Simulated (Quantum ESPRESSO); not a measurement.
The system is TiSe.

```xyz
4
Lattice="3.5590 0.0000 0.0000 -1.7795 3.0822 0.0000 0.0000 0.0000 6.2200" Properties=species:S:1:pos:R:3 pbc="T T T"
Se    1.7795    1.0274    4.6650
Se    0.0000    2.0548    1.5550
Ti    0.0000    0.0000    3.1100
Ti    0.0000    0.0000    0.0000
```

Base run:

| Quantity | Value |
| --- | --- |
| Program | Quantum ESPRESSO 7.5 |
| Functional | PBEsol |
| Potentials or basis | GBRV 1.5 PBEsol |
| Cutoff | 612 eV |
| Density cutoff | 4898 eV |
| k mesh | 9 × 9 × 5 |
| Occupations | fermi-dirac, width 0.05 eV |
| Spin | no spin polarisation |
| Hubbard terms | Ti d U = 3 eV |

Its results: band gap on the k mesh none (metal or under the smearing width); pressure 3.7 GPa.

**Question.** The run is repeated on the same cell with these changes: hubbard terms from Ti d U = 3 eV to Ti d U = 2 eV. What comes out?

**Answer.** Band gap on the k mesh none (metal or under the smearing width); pressure 2.2 GPa.

Caveats: U without spin polarisation on a metal has little footing.

Not every run made on this cell is shown here.
